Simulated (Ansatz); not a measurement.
Input for Ansatz (plane-wave DFT), CdSe:

```yaml
crystal:
  lattice:
    - [0.0, 2.873958, 2.873958]
    - [2.873958, 0.0, 2.873958]
    - [2.873958, 2.873958, 0.0]
  atoms:
    - { symbol: Cd, position: [0.849, 0.148, 0.766] }
    - { symbol: Se, position: [1.349, 0.648, 1.266] }
basis: {}
kpoints:
  mp_grid: { grid: [4, 1, 1] }
hamiltonian:
  xc: lda
scf:
  occupations: { method: gaussian, width: 0.1 }
  mixing: { algorithm: broyden, beta: 0.036, ndim: 3 }
  initial_density: { chi_scale: 0, normalization: atom }
  max_iter: 62
output:
  forces: true
  stress: true
  eigenvalues: true
magnetization:
  spin_polarized: true
  initial_magnetization: 40
```

Command:

```bash
ansatz run input.yaml --threads 1 --pin off --max-ram 1331MiB --backend cpu --events-out ev --progress --plain --runs-dir out
```

Output, shortened (HF is the Harris–Foulkes energy, dr2 the density residual in eV):

```text
Pseudopotential: Cd, paw, valence charge 20, recommended cutoff 420 eV (normal)
Pseudopotential: Se, paw, valence charge 16, recommended cutoff 420 eV (normal)
Crystal: 2 atoms, lattice volume = 47.476 Å³
Basis set: ecut = 420 eV, 941 PW (Γ)
Bands: 46, of which v1, the nominal top of the filled ones, is band 18 counted from 1 (17 counted from 0)
Symmetry: 12 space group operations
k-points: 3 of 4
PAW frozen core: Cd, regenerated for the run's functional, and the local potential with it (the file was generated under x = pbe(κ = 0.804, μ = 0.2195), c = pbe(β = 0.0667))
PAW frozen core: Se, regenerated for the run's functional, and the local potential with it (the file was generated under x = pbe(κ = 0.804, μ = 0.2195), c = pbe(β = 0.0667))
Initial density: superposition of atomic densities
Starting moments: Σ|m| = 40 μB on 2 of 2 sites
SCF iter   1: HF=-13385.594384 eV  Δρ=1.22e0 (↑1.22e0 ↓1.13e0) dr2=1.41e1  dr2_m=5.99e2  M=2.998 μB ∫|m|=3.215 μB
spin=Collinear: Resta preconditioning applied to the charge; magnetization (m = ρ↑ − ρ↓) channel mixes plain (no charge-response kernel on spin).
SCF iter   2: HF=-13395.360005 eV  Δρ=1.17e0 (↑1.17e0 ↓1.10e0) dr2=9.01e0  dr2_m=5.64e2  M=2.620 μB ∫|m|=2.952 μB  κ⁻¹=1.0e0(r=1)
SCF iter   3: HF=-13402.819443 eV  Δρ=1.12e0 (↑1.12e0 ↓1.09e0) dr2=1.37e0  dr2_m=5.33e2  M=2.454 μB ∫|m|=2.777 μB  κ⁻¹=2.4e-3(r=2)
SCF iter   4: HF=-13410.463157 eV  Δρ=1.08e0 (↑1.07e0 ↓1.08e0) dr2=1.23e-1  dr2_m=5.00e2  M=2.210 μB ∫|m|=2.530 μB  κ⁻¹=7.6e-4(r=3)
   ...
SCF iter  52: HF=-13497.200947 eV  Δρ=3.00e-6 (↑3.00e-6 ↓2.48e-6) dr2=5.41e-9  dr2_m=8.24e-10  M=0.497 μB ∫|m|=0.525 μB  κ⁻¹=1.0e-1(r=3)
SCF iter  53: HF=-13497.200947 eV  Δρ=2.72e-6 (↑2.72e-6 ↓2.37e-6) dr2=5.17e-9  dr2_m=5.15e-10  M=0.497 μB ∫|m|=0.525 μB  κ⁻¹=5.1e-3(r=3)
SCF iter  54: F=-13497.200947 eV  HF=-13497.200947 eV  Δρ=1.30e-6 (↑1.15e-6 ↓1.30e-6) dr2=8.72e-10  dr2_m=3.09e-10  M=0.497 μB ∫|m|=0.525 μB
SCF 1 converged in 54 iterations: F = -13497.200947 eV  dr2 = 8.72e-10
this state was not tested for a lower state beside it, because the mixer in use, unlike msr1, does not test its closes by its own steps (another_mixer; see scf.mixing.algorithm and scf.lower_state_search)
SCF converged after 54 iterations
Magnetization: 0.4967 μB (18.2484 up, 17.7516 down)
Absolute magnetization: 0.5086 μB (∫|ρ↑−ρ↓|, with the PAW one-centre terms)
Per-site moments (μB) at R_I (Å): [(0.0316, 1.185507675), (0.3448, 1.185507675)]
Free energy (F): -13497.200947 eV
E sigma→0 (E₀):  -13497.199195 eV
Entropy (-TS):   -0.003504 eV (-1.752 meV/atom)
Fermi energy:    10.347550 eV
--- Forces (eV/Å), atoms counted from 1 ---
  atom   1  Cd     0.00000000     0.00000000     0.00000000
  atom   2  Se     0.00000000     0.00000000     0.00000000
--- Stress (GPa, compression-positive) ---
       17.935631      -0.153398      -0.153398
       -0.153398      17.935631       0.153398
       -0.153398       0.153398      17.935631
  P = ⅓ Tr σ = 17.9356 GPa (179.356 kbar)
```

These settings were drawn at random to show what each does; none of the numbers is a converged property of the crystal. The starting moments weren't kept.